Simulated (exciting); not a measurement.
# InP (F-43m) in exciting: further runs, part 5 of 5

exciting (release sodium). Earlier steps stand in the parts before.

## 7. Real-space fields, AM05, spin-orbit coupling, no magnetisation (volume scaled by 0.8)

Contents of run_exciting.py:

```python
import subprocess
import xml.etree.ElementTree as ET
from ase.io import read
from ase.units import Bohr

atoms = read("InP.xyz")
rmt = {'In': 2.3, 'P': 2.0}  # bohr
tasks = """
<groundstate do="fromscratch" ngridk="6 6 6" rgkmax="6.8" gmaxvr="14" lmaxapw="10" lmaxmat="10" lmaxvr="8" stype="Methfessel-Paxton 2" swidth="0.00367493" nempty="20" ValenceRelativity="iora*" epsengy="1e-05" epspot="1e-05" maxscl="60" outputlevel="high">
  <libxc exchange="XC_GGA_X_AM05" correlation="XC_GGA_C_AM05"/>
  <spin spinorb="true"/>
</groundstate>
<properties>
  <chargedensityplot>
    <plot3d>
      <box grid="20 20 20">
        <origin coord="0 0 0"/>
        <point coord="1 0 0"/>
        <point coord="0 1 0"/>
        <point coord="0 0 1"/>
      </box>
    </plot3d>
  </chargedensityplot>
  <elfplot>
    <plot3d>
      <box grid="20 20 20">
        <origin coord="0 0 0"/>
        <point coord="1 0 0"/>
        <point coord="0 1 0"/>
        <point coord="0 0 1"/>
      </box>
    </plot3d>
  </elfplot>
  <exccplot>
    <plot3d>
      <box grid="20 20 20">
        <origin coord="0 0 0"/>
        <point coord="1 0 0"/>
        <point coord="0 1 0"/>
        <point coord="0 0 1"/>
      </box>
    </plot3d>
  </exccplot>
</properties>
"""

root = ET.Element("input")
ET.SubElement(root, "title").text = "InP"
structure = ET.SubElement(root, "structure", speciespath="./", tshift="false")
crystal = ET.SubElement(structure, "crystal", scale="1.0")
for vector in atoms.cell / Bohr:
    ET.SubElement(crystal, "basevect").text = " ".join(f"{x:.12f}" for x in vector)
symbols = atoms.get_chemical_symbols()
for element in dict.fromkeys(symbols):
    species = ET.SubElement(structure, "species", speciesfile=element + ".xml", rmt=str(rmt[element]))
    for symbol, position in zip(symbols, atoms.get_scaled_positions(wrap=False)):
        if symbol == element:
            ET.SubElement(species, "atom", coord=" ".join(f"{x:.12f}" for x in position))
root.extend(ET.fromstring("<tasks>" + tasks + "</tasks>"))
ET.indent(root)
ET.ElementTree(root).write("input.xml")
subprocess.run(["exciting_smp"], check=True)
```

Contents of InP.xyz:

```xyz
2
Lattice="0.0000000000 2.7204352154 2.7204352154 2.7204352154 0.0000000000 2.7204352154 2.7204352154 2.7204352154 0.0000000000" Properties=species:S:1:pos:R:3 pbc="T T T"
In     0.0000000000      0.0000000000      0.0000000000
P      4.0806528231      4.0806528231      4.0806528231
```

Potentials or basis: all-electron LAPW+lo, shipped species files, valence relativity iora*.

On the command line:

```console
$ OMP_NUM_THREADS=1 python run_exciting.py
```

Log:

```text
================================================================================
EXCITING SODIUM started
All units are atomic (Hartree, Bohr, etc.)
================================================================================

********************************************************************************
* Ground-state run starting from atomic densities                              *
********************************************************************************

++++++++++++++++++++++++++++++++++++++++++++++++++++++++++++++++++++++++++++++++
+ Starting initialization                                                      +
++++++++++++++++++++++++++++++++++++++++++++++++++++++++++++++++++++++++++++++++

 Lattice vectors (cartesian) :
      0.0000000000      5.1408775002      5.1408775002
      5.1408775002      0.0000000000      5.1408775002
      5.1408775002      5.1408775002      0.0000000000

 Reciprocal lattice vectors (cartesian) :
     -0.6111004694      0.6111004694      0.6111004694
[... 821 lines left out ...]
| Convergence targets achieved. Performing final SCF iteration                 +
++++++++++++++++++++++++++++++++++++++++++++++++++++++++++++++++++++++++++++++++
 Total energy                               :     -6219.39968045
 _______________________________________________________________
 Fermi energy                               :         0.28073991
 Kinetic energy                             :      6516.96520799
 Coulomb energy                             :    -12559.00777599
 Exchange energy                            :      -171.92626108
 Correlation energy                         :        -5.43085138
 No external B-field energy in total energy
 Sum of eigenvalues                         :     -3724.83860895
 Effective potential energy                 :    -10241.80381694
 Coulomb potential energy                   :    -10007.36901724
 xc potential energy                        :      -234.43479970
 xc effective B-field energy                :        -0.00000000
 External B-field energy                    :         0.00000000
 Hartree energy                             :      1997.81568744
 Electron-nuclear energy                    :    -14003.00039213
[... 25 lines left out ...]
 Estimated fundamental gap                  :         0.04504448
        valence-band maximum at    1      0.0000  0.0000  0.0000
     conduction-band minimum at   16      0.5000  0.5000  0.0000

++++++++++++++++++++++++++++++++++++++++++++++++++++++++++++++++++++++++++++++++
+ Self-consistent loop stopped                                                 +
++++++++++++++++++++++++++++++++++++++++++++++++++++++++++++++++++++++++++++++++
 STATE.OUT is written

********************************************************************************
* Groundstate module stopped                                                   *
********************************************************************************

================================================================================
| EXCITING SODIUM stopped                                                      =
================================================================================
```

input.xml:

```text
<input>
  <title>InP</title>
  <structure speciespath="./" tshift="false">
    <crystal scale="1.0">
      <basevect>0.000000000000 5.140877500188 5.140877500188</basevect>
      <basevect>5.140877500188 0.000000000000 5.140877500188</basevect>
      <basevect>5.140877500188 5.140877500188 0.000000000000</basevect>
    </crystal>
    <species speciesfile="In.xml" rmt="2.3">
      <atom coord="0.000000000000 0.000000000000 -0.000000000000" />
    </species>
    <species speciesfile="P.xml" rmt="2.0">
      <atom coord="0.750000000000 0.750000000000 0.750000000000" />
    </species>
  </structure>
  <groundstate do="fromscratch" ngridk="6 6 6" rgkmax="6.8" gmaxvr="14" lmaxapw="10" lmaxmat="10" lmaxvr="8" stype="Methfessel-Paxton 2" swidth="0.00367493" nempty="20" ValenceRelativity="iora*" epsengy="1e-05" epspot="1e-05" maxscl="60" outputlevel="high">
    <libxc exchange="XC_GGA_X_AM05" correlation="XC_GGA_C_AM05" />
    <spin spinorb="true" />
  </groundstate>
  <properties>
    <chargedensityplot>
      <plot3d>
        <box grid="20 20 20">
          <origin coord="0 0 0" />
          <point coord="1 0 0" />
          <point coord="0 1 0" />
          <point coord="0 0 1" />
        </box>
      </plot3d>
    </chargedensityplot>
    <elfplot>
      <plot3d>
        <box grid="20 20 20">
          <origin coord="0 0 0" />
          <point coord="1 0 0" />
          <point coord="0 1 0" />
          <point coord="0 0 1" />
        </box>
      </plot3d>
    </elfplot>
    <exccplot>
      <plot3d>
        <box grid="20 20 20">
          <origin coord="0 0 0" />
          <point coord="1 0 0" />
          <point coord="0 1 0" />
          <point coord="0 0 1" />
        </box>
      </plot3d>
    </exccplot>
  </properties>
</input>
```

Run time: 2.4 min. Hardware: 1 thread of Arm Neoverse V1, shared host; peak memory 0.19 GiB.

Results:

```
Band gap on the k mesh                            : 1.23 eV, indirect (least direct gap 1.79 eV)
All electrons inside the program's atomic spheres : In 46.92; P 12.93 (radii In 2.3, P 2.0 bohr)
```

Caveat: total energies with spin-orbit coupling aren't reliable in this program, so none is listed and the log's shouldn't be used. A k mesh can miss the band edges.

## 8. Summary

| task | level | potentials or basis | spin | cell | k mesh | smearing | outputlevel | reducebf | nempty | valence relativity | maxscl | rgkmax | other keys | gap on the mesh (eV) |
| --- | --- | --- | --- | --- | --- | --- | --- | --- | --- | --- | --- | --- | --- | --- |
| electric field gradients | RPBE+TS | all-electron LAPW+lo, shipped species files, valence relativity iora* | collinear, ferromagnetic start | as given | 7 × 7 × 7 | fermi-dirac 0.05 eV | normal | 0.5 | 20 | iora* | 90 | 7.8 | - | 0.84 |
| real-space fields | BLYP | all-electron LAPW+lo, shipped species files, valence relativity iora* | off | as given | 8 × 8 × 8 | gaussian 0.136 eV | low | - | 10 | iora* | 100 | 6.8 | lradstep = 4; mixer = lin | 0.60 |
| band structure | LDA-GL+D2 | all-electron LAPW+lo, shipped species files, valence relativity iora* | off | as given | 8 × 8 × 8 | methfessel-paxton-2 0.05 eV | normal | - | 10 | iora* | 60 | 6.8 | - | 0.49 |
| real-space fields | BP86+D2 | all-electron LAPW+lo, shipped species files, valence relativity iora* | off | as given | 8 × 8 × 8 | gaussian 0.05 eV | low | - | 10 | iora* | 60 | 6.8 | - | 0.62 |
| band structure | LDA-HL+D2 | all-electron LAPW+lo, shipped species files, valence relativity zora | SOC, no magnetisation | volume scaled by 1.25 | 6 × 6 × 6 | gaussian 0.0272 eV | normal | - | 20 | zora | 100 | 6.8 | mixer = lin; ValenceRelativity = zora | none |
| real-space fields | AM05 | all-electron LAPW+lo, shipped species files, valence relativity iora* | SOC, no magnetisation | volume scaled by 0.8 | 6 × 6 × 6 | methfessel-paxton-2 0.1 eV | high | - | 20 | iora* | 60 | 6.8 | - | 1.23 |

Caveats: the dispersion energy is computed afterwards and isn't part of the total energy (some runs); spin-orbit coupling is left out, which moves the levels of the heavy elements (some runs); the tetrahedron DOS on this energy grid can lose part of the weight of narrow d or f bands (some runs); EFG.OUT prints the tensor in atomic units and with the sign opposite to the usual one (some runs).

Compare energies only between runs with the same functional and basis.

## 9. Comparison with measurements

Step 2. Against the measured gap of InP, 1.4236 eV (direct; 1.6 K; a printed reference work, data compilation), the calculated 0.84 eV is off by -0.58 eV. Spin-orbit coupling on In is left out. The value is that of RPBE+TS, without temperature or zero-point motion. Semilocal functionals fall short of measured gaps as a rule.

Step 4. A measured gap of InP is 1.4236 eV (direct; 1.6 K; a printed reference work, data compilation); the calculated 0.49 eV misses it by -0.94 eV. Spin-orbit coupling on In is left out. The value is that of LDA-GL+D2, without temperature or zero-point motion. Semilocal functionals fall short of measured gaps as a rule.

Step 5. Against the measured gap of InP, 1.4236 eV (direct; 1.6 K; a printed reference work, data compilation), the calculated 0.62 eV is off by -0.80 eV. Spin-orbit coupling on In is left out. The value is that of BP86+D2, without temperature or zero-point motion.
